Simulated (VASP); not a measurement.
# Mo (Im-3m) in VASP: further runs, part 2 of 2

VASP 6.6.1. Earlier steps stand in the parts before.

## Step 3: Band structure, vdW-DF-cx

This run uses another cell than the first one: it holds 2 atoms, not 1.

Mo.cif

```cif
data_Mo
_cell_length_a 3.16761794
_cell_length_b 3.16761794
_cell_length_c 3.16761794
_cell_angle_alpha 90.00000000
_cell_angle_beta 90.00000000
_cell_angle_gamma 90.00000000
_space_group_name_H-M_alt 'Im-3m'
_space_group_name_Hall '-I 4 2 3'
_space_group_IT_number 229
loop_
_space_group_symop_operation_xyz
'x,y,z'
'-x,-y,-z'
'-y,x,z'
'y,-x,-z'
'-x,-y,z'
'x,y,-z'
'y,-x,z'
'-y,x,-z'
'x,-y,-z'
'-x,y,z'
'-y,-x,-z'
'y,x,z'
'-x,y,-z'
'x,-y,z'
'y,x,-z'
'-y,-x,z'
'z,x,y'
'-z,-x,-y'
'z,-y,x'
'-z,y,-x'
'z,-x,-y'
'-z,x,y'
'z,y,-x'
'-z,-y,x'
'-z,x,-y'
'z,-x,y'
'-z,-y,-x'
'z,y,x'
'-z,-x,y'
'z,x,-y'
'-z,y,x'
'z,-y,-x'
'y,z,x'
'-y,-z,-x'
'x,z,-y'
'-x,-z,y'
'-y,z,-x'
'y,-z,x'
'-x,z,y'
'x,-z,-y'
'-y,-z,x'
'y,z,-x'
'-x,-z,-y'
'x,z,y'
'y,-z,-x'
'-y,z,x'
'x,-z,y'
'-x,z,-y'
'x+1/2,y+1/2,z+1/2'
'-x+1/2,-y+1/2,-z+1/2'
'-y+1/2,x+1/2,z+1/2'
'y+1/2,-x+1/2,-z+1/2'
'-x+1/2,-y+1/2,z+1/2'
'x+1/2,y+1/2,-z+1/2'
'y+1/2,-x+1/2,z+1/2'
'-y+1/2,x+1/2,-z+1/2'
'x+1/2,-y+1/2,-z+1/2'
'-x+1/2,y+1/2,z+1/2'
'-y+1/2,-x+1/2,-z+1/2'
'y+1/2,x+1/2,z+1/2'
'-x+1/2,y+1/2,-z+1/2'
'x+1/2,-y+1/2,z+1/2'
'y+1/2,x+1/2,-z+1/2'
'-y+1/2,-x+1/2,z+1/2'
'z+1/2,x+1/2,y+1/2'
'-z+1/2,-x+1/2,-y+1/2'
'z+1/2,-y+1/2,x+1/2'
'-z+1/2,y+1/2,-x+1/2'
'z+1/2,-x+1/2,-y+1/2'
'-z+1/2,x+1/2,y+1/2'
'z+1/2,y+1/2,-x+1/2'
'-z+1/2,-y+1/2,x+1/2'
'-z+1/2,x+1/2,-y+1/2'
'z+1/2,-x+1/2,y+1/2'
'-z+1/2,-y+1/2,-x+1/2'
'z+1/2,y+1/2,x+1/2'
'-z+1/2,-x+1/2,y+1/2'
'z+1/2,x+1/2,-y+1/2'
'-z+1/2,y+1/2,x+1/2'
'z+1/2,-y+1/2,-x+1/2'
'y+1/2,z+1/2,x+1/2'
'-y+1/2,-z+1/2,-x+1/2'
'x+1/2,z+1/2,-y+1/2'
'-x+1/2,-z+1/2,y+1/2'
'-y+1/2,z+1/2,-x+1/2'
'y+1/2,-z+1/2,x+1/2'
'-x+1/2,z+1/2,y+1/2'
'x+1/2,-z+1/2,-y+1/2'
'-y+1/2,-z+1/2,x+1/2'
'y+1/2,z+1/2,-x+1/2'
'-x+1/2,-z+1/2,-y+1/2'
'x+1/2,z+1/2,y+1/2'
'y+1/2,-z+1/2,-x+1/2'
'-y+1/2,z+1/2,x+1/2'
'x+1/2,-z+1/2,y+1/2'
'-x+1/2,z+1/2,-y+1/2'
loop_
_atom_site_label
_atom_site_type_symbol
_atom_site_symmetry_multiplicity
_atom_site_Wyckoff_symbol
_atom_site_fract_x
_atom_site_fract_y
_atom_site_fract_z
_atom_site_occupancy
Mo1 Mo 2 a 0.0000000000 0.0000000000 0.0000000000 1
```

POSCAR

```
Mo
 1.0000000000000000
     3.1676179400000000    0.0000000000000000    0.0000000000000000
     0.0000000000000000    3.1676179400000000    0.0000000000000000
     0.0000000000000000    0.0000000000000000    3.1676179400000000
 Mo 
   2
Cartesian
  0.0000000000000000  0.0000000000000000  0.0000000000000000
  1.5838089700000000  1.5838089700000000  1.5838089700000000
```

INCAR.step1

```
SYSTEM = Mo
PREC = Accurate
ENCUT = 520
EDIFF = 1E-6
ISMEAR = 0
SIGMA = 0.05
LREAL = .False.
LASPH = .True.
NELM = 80
ALGO = Fast
ISIF = 2
LWAVE = .False.
LCHARG = .True.
LMAXMIX = 4
GGA = CX
LUSE_VDW = .True.
AGGAC = 0.0
```

KPOINTS.step1

```
Automatic mesh
0
Gamma
  8 8 8
  0 0 0
```

INCAR.step2

```
SYSTEM = Mo
PREC = Accurate
ENCUT = 520
EDIFF = 1E-6
ISMEAR = 0
SIGMA = 0.05
LREAL = .False.
LASPH = .True.
NELM = 80
ALGO = Fast
ISIF = 2
LWAVE = .False.
LCHARG = .False.
LMAXMIX = 4
GGA = CX
LUSE_VDW = .True.
AGGAC = 0.0
ICHARG = 11
```

KPOINTS.step2

```
path GXMGRX,MR
20
line-mode
reciprocal
 0.0000000000  0.0000000000  0.0000000000  G
 0.0000000000  0.5000000000  0.0000000000  X

 0.0000000000  0.5000000000  0.0000000000  X
 0.5000000000  0.5000000000  0.0000000000  M

 0.5000000000  0.5000000000  0.0000000000  M
 0.0000000000  0.0000000000  0.0000000000  G

 0.0000000000  0.0000000000  0.0000000000  G
 0.5000000000  0.5000000000  0.5000000000  R

 0.5000000000  0.5000000000  0.5000000000  R
 0.0000000000  0.5000000000  0.0000000000  X

 0.5000000000  0.5000000000  0.0000000000  M
 0.5000000000  0.5000000000  0.5000000000  R
```

Potentials or basis: VASP PAW PBE potentials, release 64 (Mo_sv).

Launch:

```console
> ase convert -i cif -o vasp Mo.cif POSCAR
> cat potpaw_PBE.64/Mo_sv/POTCAR > POTCAR
> cp INCAR.step1 INCAR
> cp KPOINTS.step1 KPOINTS
> mpirun -np 1 vasp_std > vasp.out
> cp INCAR.step2 INCAR
> cp KPOINTS.step2 KPOINTS
> mpirun -np 1 vasp_std > vasp.out
```

It took 34 s on 1 thread of Intel Xeon 6975P-C (Granite Rapids), shared host; peak memory 0.28 GiB.

The run converged. Its results:

| Item | Value |
| --- | --- |
| Band gap along the path | none (metal or under the smearing width) |

Levels at the corners of the path, in eV from the Fermi level:
| point | band 10 | band 11 | band 12 | band 13 | band 14 | band 15 | band 16 | band 17 | band 18 |
| --- | --- | --- | --- | --- | --- | --- | --- | --- | --- |
| Γ | -5.30 | -5.30 | -1.32 | -1.32 | -1.32 | 1.64 | 1.64 | 3.91 | 3.91 |
| X | -3.70 | -2.58 | -2.58 | -0.59 | -0.59 | -0.59 | -0.59 | 0.87 | 0.87 |
| X | -3.70 | -2.58 | -2.58 | -0.59 | -0.59 | -0.59 | -0.59 | 0.87 | 0.87 |
| M | -5.22 | -3.31 | -3.31 | 1.60 | 1.60 | 1.66 | 1.66 | 2.28 | 2.28 |
| M | -5.22 | -3.31 | -3.31 | 1.60 | 1.60 | 1.66 | 1.66 | 2.28 | 2.28 |
| Γ | -5.30 | -5.30 | -1.32 | -1.32 | -1.32 | 1.64 | 1.64 | 3.91 | 3.91 |
| Γ | -5.30 | -5.30 | -1.32 | -1.32 | -1.32 | 1.64 | 1.64 | 3.91 | 3.91 |
| R | -2.56 | -2.56 | -2.56 | -2.56 | -2.56 | 2.40 | 2.40 | 2.40 | 2.40 |
| R | -2.56 | -2.56 | -2.56 | -2.56 | -2.56 | 2.40 | 2.40 | 2.40 | 2.40 |
| X | -3.70 | -2.58 | -2.58 | -0.59 | -0.59 | -0.59 | -0.59 | 0.87 | 0.87 |
| M | -5.22 | -3.31 | -3.31 | 1.60 | 1.60 | 1.66 | 1.66 | 2.28 | 2.28 |
| R | -2.56 | -2.56 | -2.56 | -2.56 | -2.56 | 2.40 | 2.40 | 2.40 | 2.40 |

Caveat: the log is that of the step along the path at fixed density, whose energy, stress, charges and moments have no meaning; the PAW data sets were made with another functional, which shifts forces and pressure a little.

## Step 4: Band structure, LDA+U

POSCAR

```
Mo
1.0
   -1.5838089719      1.5838089719      1.5838089719
    1.5838089719     -1.5838089719      1.5838089719
    1.5838089719      1.5838089719     -1.5838089719
Mo
1
Direct
    0.0000000000      0.0000000000      0.0000000000
```

INCAR.step1

```
  PREC = Accurate
  ENCUT = 520
  EDIFF = 1E-6
  ISMEAR = 0
  SIGMA = 0.1
  LREAL = False
  LASPH = True
  NELM = 100
  ALGO = Fast
  ISIF = 2
  LWAVE = False
  LCHARG = True
  LMAXMIX = 4
  LDAU = True
  LDAUTYPE = 2
  LDAUL = 2
  LDAUU = 2
  LDAUJ = 0
  LDAUPRINT = 1
  GGA = CA
```

KPOINTS.step1

```
regular mesh
0
Monkhorst-Pack
  12 12 12
```

INCAR.step2

```
  PREC = Accurate
  ENCUT = 520
  EDIFF = 1E-6
  ISMEAR = 0
  SIGMA = 0.05
  LREAL = False
  LASPH = True
  NELM = 100
  ALGO = Fast
  ISIF = 2
  LWAVE = False
  LCHARG = False
  LMAXMIX = 4
  LDAU = True
  LDAUTYPE = 2
  LDAUL = 2
  LDAUU = 2
  LDAUJ = 0
  LDAUPRINT = 1
  GGA = CA
  ICHARG = 11
```

KPOINTS.step2

```
path GHNGPH,PN
10
line-mode
reciprocal
 0.0000000000  0.0000000000  0.0000000000  G
 0.5000000000 -0.5000000000  0.5000000000  H

 0.5000000000 -0.5000000000  0.5000000000  H
 0.0000000000  0.0000000000  0.5000000000  N

 0.0000000000  0.0000000000  0.5000000000  N
 0.0000000000  0.0000000000  0.0000000000  G

 0.0000000000  0.0000000000  0.0000000000  G
 0.2500000000  0.2500000000  0.2500000000  P

 0.2500000000  0.2500000000  0.2500000000  P
 0.5000000000 -0.5000000000  0.5000000000  H

 0.2500000000  0.2500000000  0.2500000000  P
 0.0000000000  0.0000000000  0.5000000000  N
```

Potentials or basis: VASP PAW LDA potentials, release 64 (Mo_sv).

Launch:

```console
> cat potpaw_LDA.64/Mo_sv/POTCAR > POTCAR
> cp INCAR.step1 INCAR
> cp KPOINTS.step1 KPOINTS
> mpirun -np 1 vasp_std > vasp.out
> cp INCAR.step2 INCAR
> cp KPOINTS.step2 KPOINTS
> mpirun -np 1 vasp_std > vasp.out
```

Run time: 9.2 s. Hardware: 1 thread of Intel Xeon 6975P-C (Granite Rapids), shared host; peak memory 0.12 GiB.

It converged, with:

```yaml
Band_gap_along_the_path: none (metal or under the smearing width)
```

Levels at the corners of the path, in eV from the Fermi level:
| point | band 3 | band 4 | band 5 | band 6 | band 7 | band 8 | band 9 | band 10 | band 11 |
| --- | --- | --- | --- | --- | --- | --- | --- | --- | --- |
| Γ | -34.63 | -34.63 | -7.34 | -1.45 | -1.45 | -1.45 | 1.76 | 1.76 | 14.64 |
| H | -35.56 | -35.56 | -5.21 | -5.21 | 3.80 | 3.80 | 3.80 | 8.76 | 8.76 |
| H | -35.56 | -35.56 | -5.21 | -5.21 | 3.80 | 3.80 | 3.80 | 8.76 | 8.76 |
| N | -35.06 | -34.64 | -5.29 | -3.44 | 1.45 | 1.71 | 2.41 | 4.55 | 11.25 |
| N | -35.06 | -34.64 | -5.29 | -3.44 | 1.45 | 1.71 | 2.41 | 4.55 | 11.25 |
| Γ | -34.63 | -34.63 | -7.34 | -1.45 | -1.45 | -1.45 | 1.76 | 1.76 | 14.64 |
| Γ | -34.63 | -34.63 | -7.34 | -1.45 | -1.45 | -1.45 | 1.76 | 1.76 | 14.64 |
| P | -35.31 | -35.31 | -2.69 | -2.69 | -2.69 | 2.54 | 2.54 | 9.14 | 11.28 |
| P | -35.31 | -35.31 | -2.69 | -2.69 | -2.69 | 2.54 | 2.54 | 9.14 | 11.28 |
| H | -35.56 | -35.56 | -5.21 | -5.21 | 3.80 | 3.80 | 3.80 | 8.76 | 8.76 |
| P | -35.31 | -35.31 | -2.69 | -2.69 | -2.69 | 2.54 | 2.54 | 9.14 | 11.28 |
| N | -35.06 | -34.64 | -5.29 | -3.44 | 1.45 | 1.71 | 2.41 | 4.55 | 11.25 |

Caveat: the log is that of the step along the path at fixed density, whose energy, stress, charges and moments have no meaning; U without spin polarisation on a metal has little footing; the U is typed as a test and isn't derived for this compound.

## Step 5: Single point, PBE, 14.65 Å³/atom (strain = -0.04)

INCAR

```
ALGO = Normal
EDIFF = 1E-7
ENCUT = 520
GGA = PE
ISIF = 2
ISMEAR = -1
LASPH = T
LCHARG = T
LELF = T
LREAL = F
LVHAR = T
LWAVE = F
NBANDS = 13
NELM = 100
PREC = Accurate
SIGMA = 0.05
```

KPOINTS

```
k-points
0
Gamma
  12 12 12
```

POSCAR

```
Mo
1.0
   -1.5204566130      1.5204566130      1.5838089719
    1.5204566130     -1.5204566130      1.5838089719
    1.5204566130      1.5204566130     -1.5838089719
Mo
1
Direct
    0.0000000000      0.0000000000      0.0000000000
```

Potentials or basis: VASP PAW PBE potentials, release 64 (Mo_sv).

Launch:

```console
> cat potpaw_PBE.64/Mo_sv/POTCAR > POTCAR
> mpirun -np 1 vasp_std > vasp.out
```

Wall time 15 s (1 thread of Intel Xeon Platinum 8488C (Sapphire Rapids), shared host); peak memory 0.14 GiB.

The run converged. Its results:

```
Free energy            : -10.8502 eV
Pressure               : 23.8 GPa
Band gap on the k mesh : none (metal or under the smearing width)
```

## Step 6: Single point, PBE, 15.26 Å³/atom (strain = -0.02)

INCAR is that of step 5.

KPOINTS is that of step 5.

POSCAR

```
Mo
1.0
   -1.5521327925      1.5521327925      1.5838089719
    1.5521327925     -1.5521327925      1.5838089719
    1.5521327925      1.5521327925     -1.5838089719
Mo
1
Direct
    0.0000000000      0.0000000000      0.0000000000
```

Potentials or basis: VASP PAW PBE potentials, release 64 (Mo_sv).

Launch:

```console
> cat potpaw_PBE.64/Mo_sv/POTCAR > POTCAR
> mpirun -np 1 vasp_std > vasp.out
```

Wall time 15 s (1 thread of Intel Xeon Platinum 8488C (Sapphire Rapids), shared host); peak memory 0.14 GiB.

The run converged. Its results:

- Free energy: -10.9300 eV
- Pressure: 10.0 GPa
- Band gap on the k mesh: none (metal or under the smearing width)
